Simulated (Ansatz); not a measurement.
This geometry of a periodic cell of 28 atoms, Ag (surface Ag(100), adsorbate Ag) is a first-order saddle point. Atoms 1 to 9 are held.

Level of theory: DFT PBE, scalar-relativistic, plane waves, PAW (Ansatz). Settings: cutoff 420 eV, k mesh 3x3x1, gaussian smearing 0.1 eV, no spin polarisation.

```xyz
28
Lattice="8.8035 0.0000 0.0000 0.0000 8.8035 0.0000 0.0000 0.0000 16.1500" Properties=species:S:1:pos:R:3
Ag 0.000 0.000 6.000
Ag 2.934 0.000 6.000
Ag 5.869 0.000 6.000
Ag 0.000 2.934 6.000
Ag 2.934 2.934 6.000
Ag 5.869 2.934 6.000
Ag 0.000 5.869 6.000
Ag 2.934 5.869 6.000
Ag 5.869 5.869 6.000
Ag 1.466 1.467 8.016
Ag 4.403 1.467 8.016
Ag 7.336 1.467 8.057
Ag 1.466 4.390 8.017
Ag 4.403 4.390 8.017
Ag 7.336 4.389 8.044
Ag 1.466 7.348 8.017
Ag 4.403 7.348 8.017
Ag 7.336 7.349 8.044
Ag 0.018 0.012 10.095
Ag 2.934 -0.053 10.048
Ag 5.851 0.012 10.095
Ag 0.018 2.923 10.095
Ag 2.934 2.987 10.048
Ag 5.851 2.923 10.095
Ag 0.011 5.869 10.038
Ag 2.935 5.869 10.048
Ag 5.858 5.869 10.038
Ag 2.935 1.467 12.266
```

(1) Which two structures does it join? (They come from a converged band through this point; their orientation in space is the band's.)

(2) How far does it lie above each of them?

Results:

(1) Contacts lost: Ag19–Ag28, Ag22–Ag28. Contacts made: Ag21–Ag28, Ag24–Ag28. The atom that moves furthest is Ag28, by 2.93 Å.

First end point:

```xyz
28
Lattice="8.8035 0.0000 0.0000 0.0000 8.8035 0.0000 0.0000 0.0000 16.1500" Properties=species:S:1:pos:R:3
Ag 0.000 0.000 6.000
Ag 2.934 0.000 6.000
Ag 5.869 0.000 6.000
Ag 0.000 2.934 6.000
Ag 2.934 2.934 6.000
Ag 5.869 2.934 6.000
Ag 0.000 5.869 6.000
Ag 2.934 5.869 6.000
Ag 5.869 5.869 6.000
Ag 1.467 1.467 8.025
Ag 4.387 1.467 8.028
Ag 7.351 1.467 8.028
Ag 1.467 4.387 8.028
Ag 4.392 4.392 8.027
Ag 7.346 4.392 8.028
Ag 1.467 7.351 8.028
Ag 4.392 7.346 8.028
Ag 7.346 7.346 8.028
Ag -0.023 -0.023 10.098
Ag 2.958 -0.024 10.097
Ag 5.869 0.008 10.053
Ag -0.024 2.958 10.097
Ag 2.959 2.959 10.096
Ag 5.869 2.927 10.053
Ag 0.008 5.869 10.053
Ag 2.927 5.869 10.053
Ag 5.869 5.869 10.029
Ag 1.472 1.470 11.928
```

Last end point:

Only the atoms that move by more than 0.05 Å are listed.
```
Ag19 0.000 0.008 10.053
Ag21 5.893 -0.024 10.097
Ag22 0.000 2.927 10.053
Ag24 5.893 2.959 10.096
Ag28 4.406 1.470 11.928
```

(2) 0.46 eV above the first and 0.46 eV above the second. This is the barrier of this one path; another mechanism may lie lower. Limits of this set-up: thin slab, slab without dipole correction.

The run took 26 min on 8 threads of Intel(R) Xeon(R) Platinum 8259CL CPU @ 2.50GHz (Skylake/Cascade Lake), with other jobs on the host, peak memory 16 GiB.
